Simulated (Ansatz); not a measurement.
## MnO: single point with PBEsol

Crystal: MnO.

```
CELL_PARAMETERS angstrom
3.37170 0.00000 0.00000
-1.68585 2.91998 0.00000
0.00000 0.00000 5.38550
ATOMIC_POSITIONS crystal
Mn 0.66667 0.33333 0.51096
Mn 0.33333 0.66667 0.01096
O 0.66667 0.33333 0.87547
O 0.33333 0.66667 0.37547
```

Measurements of this composition are mostly on another form, of space group No. 225.

```yaml
Program: Ansatz 0.2.0
Task: single point
Functional: PBEsol
Potentials_or_basis: Ansatz PAW
Cutoff: "420 eV (not typed: the program's choice for these potentials)"
k_mesh: 9 × 9 × 5
Occupations: fermi-dirac, width 0.05 eV
Spin: collinear spin, antiferromagnetic start
Starting_moments: "[4.0, -4.0, 0.0, 0.0] μB"
```

* Pressure: -5.9 GPa
* Largest force: 0.027 eV/Å
* Band gap on the k mesh: none (metal or under the smearing width)
* Net moment: 0.00 μB per cell
* Absolute moment: 9.11 μB per cell
* Site moments: Mn +3.68, -3.68; O -0.08, +0.08 μB

Forces on the atoms (eV/Å):
```
Mn   0.000  0.000 -0.027
Mn   0.000  0.000 -0.027
O    0.000  0.000  0.027
O    0.000  0.000  0.027
```

Stress tensor (GPa, compression positive):
```
-5.72  0.00  0.00
 0.00 -5.72  0.00
 0.00  0.00 -6.18
```

Levels at points of the mesh, in eV from the Fermi level:
Spin up:
| k point | band 17 | band 18 | band 19 | band 20 | band 21 | band 22 | band 23 | band 24 | band 25 | band 26 |
| --- | --- | --- | --- | --- | --- | --- | --- | --- | --- | --- |
| (0.00, 0.00, 0.00) | -2.11 | -2.11 | -0.95 | -0.41 | -0.19 | -0.19 | 2.02 | 2.02 | 2.95 | 3.43 |
Spin down:
| k point | band 18 | band 19 | band 20 | band 21 | band 22 | band 23 | band 24 | band 25 |
| --- | --- | --- | --- | --- | --- | --- | --- | --- |
| (0.00, 0.00, 0.00) | -2.11 | -0.95 | -0.41 | -0.19 | -0.19 | 2.02 | 2.02 | 2.95 |

Wall time 3.4 s on 2 threads of AMD EPYC 9R45 96-Core Processor (Zen 5) (shared host), peak memory 0.54 GiB.

Caveat: the pressure holds a Pulay correction of +0.5 GPa for the finite cutoff; semilocal functionals often make such compounds metallic where correlation or magnetic order opens a gap, which also shifts bond lengths; the PAW data sets come from PBE, with cores solved anew for the run's functional, which leaves a small shift of forces and pressure. With open d or f shells a metallic result of PBEsol can be an artefact of self-interaction; +U or a hybrid may open a gap.
